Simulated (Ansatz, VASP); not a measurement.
CdSe: VASP beside Ansatz

File INCAR:

```
SYSTEM = CdSe
PREC = Accurate ; ENCUT = 520
EDIFF = 1E-6 ; ISMEAR = 0
SIGMA = 0.02 ; LREAL = .False.
LASPH = .True. ; NELM = 80
ALGO = Normal ; ISIF = 2
LWAVE = .False. ; LCHARG = .False.
GGA = PE ; NBANDS = 26
```

Contents of KPOINTS:

```
regular mesh
0
Gamma
  9 9 4
  0 0 0
```

The input POSCAR:

```
CdSe
1.0
    4.2681409979      0.0000000000      0.0000000000
   -2.1340704989      3.6963185311      0.0000000000
    0.0000000000      0.0000000000      6.3372817272
Cd Se
2 2
Direct
    0.3333333333      0.6666666667     -0.0044451030
    0.6666666667      0.3333333333      0.4955548970
    0.3333333333      0.6666666667      0.3894451030
    0.6666666667      0.3333333333      0.8894451030
```

Input for Ansatz:

```yaml
crystal:
  lattice:
    - [4.2681409979, 0.0, 0.0]
    - [-2.1340704989, 3.6963185311, 0.0]
    - [0.0, 0.0, 6.3372817272]
  atoms:
    - { symbol: Cd, position: [0.3333333333, 0.6666666667, -0.004445103] }
    - { symbol: Cd, position: [0.6666666667, 0.3333333333, 0.495554897] }
    - { symbol: Se, position: [0.3333333333, 0.6666666667, 0.389445103] }
    - { symbol: Se, position: [0.6666666667, 0.3333333333, 0.889445103] }
basis:
  ecutwfc: 420
kpoints:
  mp_grid: { grid: [9, 9, 4] }
hamiltonian:
  xc: pbe
scf:
  occupations: { method: gaussian, width: 0.02 }
output:
  forces: true
  stress: true
  eigenvalues: true
  write_density: true
  write_potential: true
  elf: true
  volumetric_format: npy
```

Alike in both runs: task single point; functional PBE; k mesh 9 × 9 × 4; occupations gaussian, width 0.02 eV; no spin polarisation.

```csv
,VASP,Ansatz
version,VASP 6.6.1,Ansatz 0.2.0
potentials or method,"VASP PAW PBE potentials, release 64 (Cd, Se)","scalar-relativistic, plane waves, PAW"
plane-wave cutoff (eV),520,420
valence electrons in the cell,36,72
```

```csv
,VASP,Ansatz,Ansatz less VASP
gap on the k mesh at the Fermi level (eV),0.87,0.87,+0.003
least direct gap on the mesh (eV),0.87,0.87,+0.003
pressure (GPa),12.1,11.5,-0.55
largest component of the traceless stress (GPa),4.40,4.33,-0.071
rms of the force components (eV/Å),0.280,0.271,-0.0096
```

Atom by atom the forces differ by 0.010 eV/Å (rms over components). With one functional, cell and mesh, what is left measures potentials, basis and numerics. The two sets of potentials don't hold the same shells in valence.
